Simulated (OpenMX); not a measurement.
Co in OpenMX: convergence with criterion

Input of the first run (criterion 1.0e-3); the others differ in this setting and in those tied to it:

The input Co.dat:

```
System.CurrrentDirectory             ./
System.Name                          Co
DATA.PATH                            ./DFT_DATA13
level.of.stdout                      1
level.of.fileout                     0
Species.Number                       1
<Definition.of.Atomic.Species
  Co  Co6.0H-s2p2d1          Co_PBE13H
Definition.of.Atomic.Species>

Atoms.Number                         2
Atoms.SpeciesAndCoordinates.Unit     Ang
<Atoms.SpeciesAndCoordinates
    1  Co    0.0030059804    1.4354568024    2.9851972159   9.500  7.500
    2  Co    1.2412522814    0.7261456297    1.0672026716   9.500  7.500
Atoms.SpeciesAndCoordinates>

Atoms.UnitVectors.Unit               Ang
<Atoms.UnitVectors
     2.4873648738    0.0000000000    0.0000000000
    -1.2436824369    2.1541211692    0.0000000000
     0.0000000000    0.0000000000    4.0632895034
Atoms.UnitVectors>

scf.XcType                           GGA-PBE
scf.SpinPolarization                 on
scf.ElectronicTemperature            580.226
scf.energycutoff                     500.0
scf.maxIter                          160
scf.EigenvalueSolver                 band
scf.Kgrid                            9 9 5
scf.Mixing.Type                      rmm-diisk
scf.Init.Mixing.Weight               0.01
scf.Min.Mixing.Weight                0.001
scf.Max.Mixing.Weight                0.2
scf.Mixing.History                   40
scf.Mixing.StartPulay                15
scf.criterion                        1.0e-3
scf.stress.tensor                    on
MD.Type                              nomd
```

Potentials or basis: OpenMX 2013 PBE set, Co6.0H-s2p2d1, grid cutoff 500 Ry.

Launch:

```bash
$ openmx Co.dat -nt 1 > Co.std
```

The cell isn't the ideal one: atoms moved at random, drawn with an rms of 0.02 Å.

Hardware: 1 thread of Arm Neoverse V2, with other jobs on the host.

Question: The values tried are 1.0e-3, 1.0e-4, 1.0e-5, 1.0e-6, 1.0e-7, 1.0e-8, 1.0e-9, 1.0e-10, loosest first. From which on does the energy stay within 1 meV/atom of the tightest run that finished?

Answer: From 1.0e-4 on.

```
criterion  energy less the tightest run, at zero smearing (meV/atom)  largest force (eV/Å)  largest site moment (μB)  SCF cycles  CPU time (s)  peak memory (GiB)
   1.0e-3                                                      -1.29                 1.027                      1.56          18            51               0.53
   1.0e-4                                                       0.00                 1.025                      1.54          23            60               0.53
   1.0e-5                                                       0.00                 1.025                      1.54          25            64               0.53
   1.0e-6                                                       0.00                 1.025                      1.54          26            66               0.53
   1.0e-7                                                       0.00                 1.025                      1.54          29            71               0.53
   1.0e-8                                                       0.00                 1.025                      1.54          31            75               0.53
   1.0e-9                                                       0.00                 1.025                      1.54          33            79               0.53
  1.0e-10                                                       0.00                 1.025                      1.54          33            79               0.53
```

Against the tightest run, the largest force stays within 0.005 eV/Å from 1.0e-3 on; the largest site moment stays within 0.02 μB from 1.0e-3 on. The tightest run that finished is the yardstick and may itself not be fully converged.

Caveat, for the tightest run too: the basis of atomic orbitals isn't converged, which shifts pressures, moduli and gaps.
